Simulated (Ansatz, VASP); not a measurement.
AlN in VASP and in Ansatz

The input INCAR:

```
PREC = Accurate
ENCUT = 520
EDIFF = 1E-6
ISMEAR = 0
SIGMA = 0.05
LREAL = F
LASPH = T
NELM = 60
ALGO = Normal
ISIF = 2
LWAVE = F
LCHARG = F
GGA = PE
NBANDS = 11
```

KPOINTS

```
regular mesh
0
Gamma
  10 10 10
```

The input POSCAR:

```
AlN
1.0
    0.0000000000      2.4515732958      1.7332623201
    2.4515732958      0.0000000000      1.7332623201
    2.4515732958      2.4515732958      0.0000000000
Al N
1 1
Direct
    0.0000000000      0.0000000000      0.0000000000
    0.7500000000      0.7500000000      0.7500000000
```

Input for Ansatz:

```yaml
crystal:
  lattice:
    - [0.0, 2.4515732958, 1.7332623201]
    - [2.4515732958, 0.0, 1.7332623201]
    - [2.4515732958, 2.4515732958, 0.0]
  atoms:
    - { symbol: Al, position: [0.0, 0.0, 0.0] }
    - { symbol: "N", position: [0.75, 0.75, 0.75] }
basis:
  ecutwfc: 420
kpoints:
  mp_grid: { grid: [10, 10, 10] }
hamiltonian:
  xc: pbe
scf:
  occupations: { method: gaussian, width: 0.05 }
output:
  forces: true
  stress: true
  eigenvalues: true
  write_density: true
  write_potential: true
  elf: true
  volumetric_format: npy
```

Alike in both runs: task single point; functional PBE; k mesh 10 × 10 × 10; occupations gaussian, width 0.05 eV; no spin polarisation.

|  | VASP | Ansatz |
| --- | --- | --- |
| version | VASP 6.6.1 | Ansatz 0.2.0 |
| potentials or method | VASP PAW PBE potentials, release 64 (Al, N) | scalar-relativistic, plane waves, PAW |
| plane-wave cutoff (eV) | 520 | 420 |
| valence electrons in the cell | 8 | 8 |

Ansatz gave:

* gap on the k mesh at the Fermi level (eV): 2.98
* least direct gap on the mesh (eV): 3.06
* pressure (GPa): -5.6
* largest component of the traceless stress (GPa): 15.34

Problem. Estimate VASP's values.

Solution. gap on the k mesh at the Fermi level (eV): 2.96; least direct gap on the mesh (eV): 3.06; pressure (GPa): -5.8; largest component of the traceless stress (GPa): 15.47.

A k mesh can miss the band edges.
